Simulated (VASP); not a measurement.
# Mg3Sb2 (P-3m1) in VASP: a series of runs

Runs on Mg3Sb2. Level: PBE. Tasks: relaxation of cell and atoms.

Everything below comes from runs of VASP 6.6.1. Logs are shortened: lines on timing, memory, paths and dates and some standing lists are left out, and cuts for length are marked.

**1. Starting point**

The structure is trigonal, space group P-3m1 (No. 164). Conventional cell: a = 4.582 Å, b = 4.582 Å, c = 7.244 Å, α = 90.00°, β = 90.00°, γ = 120.00°. Mg (site symmetry 3m) has 4 Sb at 2.82 to 2.86 Å as nearest neighbours. Mg (site symmetry -3m) is surrounded by 6 Sb at 3.15 Å. Sb (site symmetry 3m) is surrounded by 7 Mg at 2.82 to 3.15 Å.

**2. Relaxation of cell and atoms, PBE**

Input file INCAR:

```
ALGO = Normal ; EDIFF = 1E-6
EDIFFG = -0.01 ; ENCUT = 300
GGA = PE ; IBRION = 2
ISIF = 3 ; ISMEAR = 0
LASPH = True ; LCHARG = False
LREAL = False ; LWAVE = False
NELM = 80 ; NSW = 90
PREC = Accurate ; SIGMA = 0.03
```

Input file KPOINTS:

```
k-points
0
Gamma
  5 5 3
```

Input file POSCAR:

```
Mg3Sb2
1.0
    4.5820000000      0.0000000000      0.0000000000
   -2.2910000000      3.9681284001      0.0000000000
    0.0000000000      0.0000000000      7.2440000000
Mg Sb
3 2
Direct
    0.3333333333      0.6666666667      0.6300000000
    0.6666666667      0.3333333333      0.3700000000
    0.0000000000      0.0000000000      0.0000000000
    0.3333333333      0.6666666667      0.2350000000
    0.6666666667      0.3333333333      0.7650000000
```

Potentials or basis: VASP PAW PBE potentials, release 64 (Mg, Sb).

Started as:

```
$ cat potpaw_PBE.64/Mg/POTCAR potpaw_PBE.64/Sb/POTCAR > POTCAR
$ mpirun -np 1 vasp_std > vasp.out
```

OUTCAR:

```text
EDIFF = 1E-6
   EDIFFG = -0.01
   ENCUT = 300
   GGA = PE
   IBRION = 2
   ISIF = 3
   ISMEAR = 0
   LASPH = True
   LREAL = False
   NELM = 80
   NSW = 90
   PREC = Accurate

 ion  position               nearest neighbor table
   1  0.333  0.667  0.630-   5 2.82   5 2.82   5 2.82   4 2.86   2 3.25   2 3.25   2 3.25
   2  0.667  0.333  0.370-   4 2.82   4 2.82   4 2.82   5 2.86   1 3.25   1 3.25   1 3.25
   3  0.000  0.000  0.000-   4 3.15   5 3.15   4 3.15   5 3.15   5 3.15   4 3.15
   4  0.333  0.667  0.235-   2 2.82   2 2.82   2 2.82   1 2.86   3 3.15   3 3.15   3 3.15
   5  0.667  0.333  0.765-   1 2.82   1 2.82   1 2.82   2 2.86   3 3.15   3 3.15   3 3.15

  LATTYP: Found a hexagonal cell.
 ALAT       =     4.5820000000
 C/A-ratio  =     1.5809690092

  Lattice vectors:

 A1 = (   4.5820000000,   0.0000000000,   0.0000000000)
 A2 = (  -2.2910000000,   3.9681284001,   0.0000000000)
 A3 = (   0.0000000000,   0.0000000000,   7.2440000000)

Analysis of symmetry for initial positions (statically):
=====================================================================
 Subroutine PRICEL returns:
 Original cell was already a primitive cell.

 Routine SETGRP: Setting up the symmetry group for a
 hexagonal supercell.

 Subroutine GETGRP returns: Found 12 space group operations
 (whereof 12 operations were pure point group operations)
 out of a pool of 24 trial point group operations.

The static configuration has the point symmetry D_3d.

Analysis of symmetry for dynamics (positions and initial velocities):
=====================================================================
 Subroutine PRICEL returns:
 Original cell was already a primitive cell.

 Routine SETGRP: Setting up the symmetry group for a
 hexagonal supercell.

 Subroutine GETGRP returns: Found 12 space group operations
 (whereof 12 operations were pure point group operations)
 out of a pool of 24 trial point group operations.

The dynamic configuration has the point symmetry D_3d.

 Subroutine INISYM returns: Found 12 space group operations
 (whereof 12 operations are pure point group operations),
 and found     1 'primitive' translations

----------------------------------------------------------------------------------------

                                     Primitive cell

  volume of cell :     131.7101

  direct lattice vectors                    reciprocal lattice vectors
     4.582000000  0.000000000  0.000000000     0.218245308  0.126003987  0.000000000
    -2.291000000  3.968128400  0.000000000     0.000000000  0.252007974  0.000000000
     0.000000000  0.000000000  7.244000000     0.000000000  0.000000000  0.138045279

  length of vectors
     4.582000000  4.582000000  7.244000000     0.252007974  0.252007974  0.138045279

  position of ions in fractional coordinates (direct lattice)
     0.333333333  0.666666667  0.630000000
     0.666666667  0.333333333  0.370000000
     0.000000000  0.000000000  0.000000000
     0.333333333  0.666666667  0.235000000
     0.666666667  0.333333333  0.765000000

  ion indices of the primitive-cell ions
   primitive index   ion index
                 1           1
                 2           2
                 3           3
                 4           4
                 5           5

----------------------------------------------------------------------------------------

 KPOINTS: k-points

Automatic generation of k-mesh.
 Grid dimensions read from file:
 generate k-points for:    5    5    3

 Generating k-lattice:

  Cartesian coordinates                     Fractional coordinates (reciprocal lattice)
     0.043649062  0.025200797  0.000000000     0.200000000  0.000000000  0.000000000
     0.000000000  0.050401595  0.000000000     0.000000000  0.200000000  0.000000000
     0.000000000  0.000000000  0.046015093     0.000000000  0.000000000  0.333333333

  Length of vectors
     0.050401595  0.050401595  0.046015093

  Shift w.r.t. Gamma in fractional coordinates (k-lattice)
     0.000000000  0.000000000  0.000000000

 Subroutine IBZKPT returns following result:
 ===========================================

 Found     12 irreducible k-points:

 Following reciprocal coordinates:
            Coordinates               Weight
  0.000000  0.000000  0.000000      1.000000
  0.200000  0.000000  0.000000      6.000000
  0.400000  0.000000  0.000000      6.000000
  0.200000  0.200000  0.000000      6.000000
  0.400000  0.200000  0.000000      6.000000
  0.000000  0.000000  0.333333      2.000000
  0.200000  0.000000  0.333333      6.000000
  0.000000  0.200000  0.333333      6.000000
  0.400000  0.000000  0.333333      6.000000
  0.000000  0.400000  0.333333      6.000000
  0.200000  0.200000  0.333333     12.000000
  0.400000  0.200000  0.333333     12.000000
   k-points           NKPTS =     12   k-points in BZ     NKDIM =     12   number of bands    NBANDS=     12
   number of dos      NEDOS =    301   number of ions     NIONS =      5
   total plane-waves  NPLWV =  32928
   dimension x,y,z NGX =    28 NGY =   28 NGZ =   42
   dimension x,y,z NGXF=    56 NGYF=   56 NGZF=   84
   ions per type =               3   2
   NGX,Y,Z   is equivalent  to a cutoff of  10.16, 10.16,  9.64 a.u.
   NGXF,Y,Z  is equivalent  to a cutoff of  20.32, 20.32, 19.28 a.u.
 SYSTEM =  unknown system
   PREC   = accura    normal or accurate (medium, high low for compatibility)
   ISTART =      0    job   : 0-new  1-cont  2-samecut
   ICHARG =      2    charge: 1-file 2-atom 10-const
   ISPIN  =      1    spin polarized calculation?
   LNONCOLLINEAR =      F non collinear calculations
   LSORBIT =      F    spin-orbit coupling
   LASPH  =      T    aspherical Exc in radial PAW
   ENCUT  =  300.0 eV  22.05 Ry    4.70 a.u.   6.47  6.47 10.23*2*pi/ulx,y,z
   NELM   =     80;   NELMIN=  2; NELMDL= -5     # of ELM steps
   EDIFF  = 0.1E-05   stopping-criterion for ELM
   LREAL  =      F    real-space projection
   EDIFFG = -.1E-01   stopping-criterion for IOM
   NSW    =     90    number of steps for IOM
   IBRION =      2    ionic relax: 0-MD 1-quasi-New 2-CG
   NFREE  =      1    steps in history (QN), initial steepest desc. (CG)
   ISIF   =      3    stress and relaxation
   ISYM   =      2    0-nonsym 1-usesym 2-fastsym
   POTIM  = 0.5000    time-step for ionic-motion
   TEBEG  =    0.0;   TEEND  =   0.0 temperature during run
   PSTRESS=    0.0 pullay stress
   NELECT =      16.0000    total number of electrons
   NUPDOWN=      -1.0000    fix difference up-down
   EMIN   =  10.00;   EMAX   =-10.00  energy-range for DOS
   EFERMI =   0.00;   METHOD = LEGACY
   ISMEAR =     0;   SIGMA  =   0.03  broadening in eV -4-tet -1-fermi 0-gaus
   EFERMI_NEDOS =   21; number of points for ismear=-14 and -15
   IALGO  =     38    algorithm
   IMIX   =      4    mixing-type and parameters
     AMIX     =   0.40;   BMIX     =  1.00
     AMIX_MAG =   1.60;   BMIX_MAG =  1.00
  volume/ion in A,a.u.               =      26.34       177.76
  Fermi-wavevector in a.u.,A,eV,Ry     =   0.810790  1.532171  8.944205  0.657381
  Thomas-Fermi vector in A             =   1.920030
   LORBIT       =      0    0 simple, 1 ext, 2 COOP (PROOUT), +10 PAW based schemes
   GGA     = PE    functional components
   LHFCALC =     F    Hartree Fock is set to
   AEXX    =    0.0000 exact exchange contribution
   IVDW    =     0    specifies the selected vdW correction
   LEPSILON=     F    determine dielectric tensor
   LRPA    =     F    only Hartree local field effects (RPA)
 conjugate gradient relaxation of ions
 non-spin polarized calculation
 Gauss-broadening in eV      SIGMA  =   0.03
  energy-cutoff  :      300.00
  volume of cell :      131.71
 maximum number of plane-waves:      1581
 NGX is ok and might be reduce to    28
   NGX = 13   NGY = 13   NGZ = 21

--------------------------------------- Ionic step        1  -------------------------------------------

 number of electron      16.0000000 magnetization

 Free energy of the ion-electron system (eV)
  ---------------------------------------------------
  ext. energy  EPLUGINS =         0.00000000
  ---------------------------------------------------
  free energy    TOTEN  =       -14.55165613 eV

  energy without entropy =      -14.55165607  energy(sigma->0) =      -14.55165610

------------------------ aborting loop because EDIFF is reached ----------------------------------------

  FORCE on cell =-STRESS in cart. coord.  units (eV):
  Direction    XX          YY          ZZ          XY          YZ          ZX
  --------------------------------------------------------------------------------------
  -------------------------------------------------------------------------------------
  Total        0.6135688      0.6135688      1.1353613     -0.0000000      0.0000000     -0.0000000
  in kB        7.4637072      7.4637072     13.8110092     -0.0000000      0.0000000     -0.0000000
  external PRESSURE =       9.5794745 kB  Pullay stress =       0.0000000 kB
[... 98 lines left out ...]
  FREE ENERGIE OF THE ION-ELECTRON SYSTEM (eV)
  ---------------------------------------------------
  free  energy   TOTEN  =       -14.5778021024 eV

  energy  without entropy=      -14.5777809307  energy(sigma->0) =      -14.57779152

[... ionic steps 4 to 8 ...]

--------------------------------------- Ionic step        9  -------------------------------------------

 number of electron      16.0000001 magnetization

------------------------ aborting loop because EDIFF is reached ----------------------------------------

  FORCE on cell =-STRESS in cart. coord.  units (eV):
  Direction    XX          YY          ZZ          XY          YZ          ZX
  --------------------------------------------------------------------------------------
  -------------------------------------------------------------------------------------
  Total       -0.0256855     -0.0256855     -0.0590702      0.0000000      0.0000000     -0.0000000
  in kB       -0.3088207     -0.3088207     -0.7102088      0.0000000      0.0000000     -0.0000000
  external PRESSURE =      -0.4426167 kB  Pullay stress =       0.0000000 kB
[... 63 lines left out ...]
  energy  without entropy=      -14.5892917995  energy(sigma->0) =      -14.58948066

--------------------------------------- Ionic step       11  -------------------------------------------

 number of electron      16.0000002 magnetization

 Free energy of the ion-electron system (eV)
  ---------------------------------------------------
  ext. energy  EPLUGINS =         0.00000000
  ---------------------------------------------------
  free energy    TOTEN  =       -14.58969809 eV

  energy without entropy =      -14.58930253  energy(sigma->0) =      -14.58950031

 E-fermi :   4.3928     XC(G=0):  -8.7314

 val. band max:        4.3741933138   @ k =   0.0000   0.0000   0.0000
 cond. band min:       4.4321615205   @ k =   0.0000   0.4000   0.3333
 fundamental gap:      0.0579682067
 Fermi energy:         4.3927891597

 k-point     1 :       0.0000    0.0000    0.0000
  band No.  band energies     occupation
      1      -5.8739      2.00000
      2      -4.6462      2.00000
      3      -0.5065      2.00000
      4       3.2658      2.00000
      5       3.2658      2.00000
      6       3.9630      2.00000
      7       3.9630      2.00000
      8       4.3742      1.61931
      9       5.3644      0.00000
     10       5.5142      0.00000
     11       7.3695      0.00000
     12       7.3695      0.00000
[... 195 lines left out ...]
  FREE ENERGIE OF THE ION-ELECTRON SYSTEM (eV)
  ---------------------------------------------------
  free  energy   TOTEN  =       -14.5896980895 eV

  energy  without entropy=      -14.5893025316  energy(sigma->0) =      -14.58950031

 reached required accuracy - stopping structural energy minimisation
```

Wall time 61 s (1 thread of Intel Xeon Platinum 8488C (Sapphire Rapids), shared host); peak memory 0.18 GiB.

Results:

```
Free energy                            : -14.5897 eV
Relaxed volume                         : 26.61 Å³/atom
Relaxed cell                           : a = 4.601 Å, b = 4.601 Å, c = 7.260 Å, α = 90.00°, β = 90.00°, γ = 120.00°
Space group after relaxing (to 0.05 Å) : P-3m1 (No. 164)
Energy gained by relaxing              : 7.6 meV/atom
Ionic steps                            : 11
Pressure after relaxing                : 0.0 GPa
Band gap on the k mesh                 : 0.06 eV, indirect (least direct gap 0.99 eV)
```

Forces on the atoms (eV/Å):
```
Mg   0.000  0.000  0.003
Mg   0.000  0.000 -0.003
Mg   0.000  0.000  0.000
Sb   0.000  0.000 -0.002
Sb   0.000  0.000  0.002
```

Step by step:
```
step  energy change (eV)  largest force (eV/Å)  pressure (GPa)  volume (Å³)
   1              0.0000                0.4821            0.96       131.71
   2             -0.0254                0.2362           -0.25       134.73
   3             -0.0261                0.1894           -0.48       135.38
   4             -0.0332                0.1220           -0.24       134.34
   5             -0.0367                0.0328            0.10       132.99
   6             -0.0379                0.0079            0.00       133.18
   7             -0.0380                0.0057           -0.06       133.28
   8             -0.0380                0.0043           -0.05       133.27
   9             -0.0380                0.0026           -0.04       133.26
  10             -0.0380                0.0037           -0.04       133.26
  11             -0.0380                0.0029            0.02       133.07
```

Final structure:
```cif
data_structure
_symmetry_space_group_name_H-M 'P 1'
_symmetry_Int_Tables_number 1
_cell_length_a 4.6006
_cell_length_b 4.6006
_cell_length_c 7.2598
_cell_angle_alpha 90.000
_cell_angle_beta 90.000
_cell_angle_gamma 120.000
_cell_volume 133.07
loop_
_atom_site_label
_atom_site_type_symbol
_atom_site_fract_x
_atom_site_fract_y
_atom_site_fract_z
_atom_site_occupancy
Mg1 Mg 0.33333 0.66667 0.63246 1
Mg2 Mg 0.66667 0.33333 0.36754 1
Mg3 Mg 0.00000 0.00000 0.00000 1
Sb1 Sb 0.33333 0.66667 0.22557 1
Sb2 Sb 0.66667 0.33333 0.77443 1
```

Caveat: spin-orbit coupling is left out, which moves the levels of the heavy elements; an odd mesh through Γ misses points on the zone boundary, where band edges often lie. Zero-point motion and thermal expansion aren't in these numbers.

**3. Relaxation of cell and atoms, PBE**

This run uses another cell than the first one, of 26.61 Å³/atom, 1.010 times its volume.

INCAR: that of step 2 with these lines changed.

```diff
@@ -1,3 +1,3 @@
-ALGO = Normal ; EDIFF = 1E-6
-EDIFFG = -0.01 ; ENCUT = 300
+ALGO = Normal ; EDIFF = 1E-7
+EDIFFG = -0.005 ; ENCUT = 300
 GGA = PE ; IBRION = 2
```

KPOINTS is that of step 2.

Input file POSCAR:

```
Mg3Sb2                                  
1.0
    4.6005561339     -0.0000000000     -0.0000000000
   -2.3002780669      3.9841984834     -0.0000000000
    0.0000000000     -0.0000000000      7.2598206597
  Mg              Sb            
     3     2
Direct
     0.3333333332999970    0.6666666667000030    0.6324638524320527
     0.6666666667000030    0.3333333332999970    0.3675361475679472
     0.0000000000000000    0.0000000000000000    0.0000000000000000
     0.3333333332999970    0.6666666667000030    0.2255660977838405
     0.6666666667000030    0.3333333332999970    0.7744339022161595
```

Potentials or basis: VASP PAW PBE potentials, release 64 (Mg, Sb).

Started as:

```
$ cat potpaw_PBE.64/Mg/POTCAR potpaw_PBE.64/Sb/POTCAR > POTCAR
$ mpirun -np 1 vasp_std > vasp.out
```

Wall time 13 s (1 thread of Intel Xeon Platinum 8488C (Sapphire Rapids), shared host); peak memory 0.17 GiB.

Results (log left out):

| Property | Result |
| --- | --- |
| Free energy | -14.5898 eV |
| Pressure after relaxing | 0.0 GPa |
| Band gap on the k mesh | 0.06 eV, indirect (least direct gap 0.99 eV) |

Forces on the atoms (eV/Å):
```
Mg   0.000  0.000  0.003
Mg   0.000  0.000 -0.003
Mg   0.000  0.000  0.000
Sb   0.000  0.000 -0.002
Sb   0.000  0.000  0.002
```

Final structure:
```
CELL_PARAMETERS angstrom
4.60056 0.00000 0.00000
-2.30028 3.98420 0.00000
0.00000 0.00000 7.25982
ATOMIC_POSITIONS crystal
Mg 0.33333 0.66667 0.63246
Mg 0.66667 0.33333 0.36754
Mg 0.00000 0.00000 0.00000
Sb 0.33333 0.66667 0.22557
Sb 0.66667 0.33333 0.77443
```

Levels at points of the mesh, in eV from the valence-band top:
```csv
k point,band 5,band 6,band 7,band 8,band 9,band 10,band 11,band 12
"(0.00, 0.00, 0.00)",-1.11,-0.41,-0.41,0.00,0.99,1.14,3.00,3.00
```

Caveat: the relaxation stopped at its first step, so nothing moved; spin-orbit coupling is left out, which moves the levels of the heavy elements; an odd mesh through Γ misses points on the zone boundary, where band edges often lie.
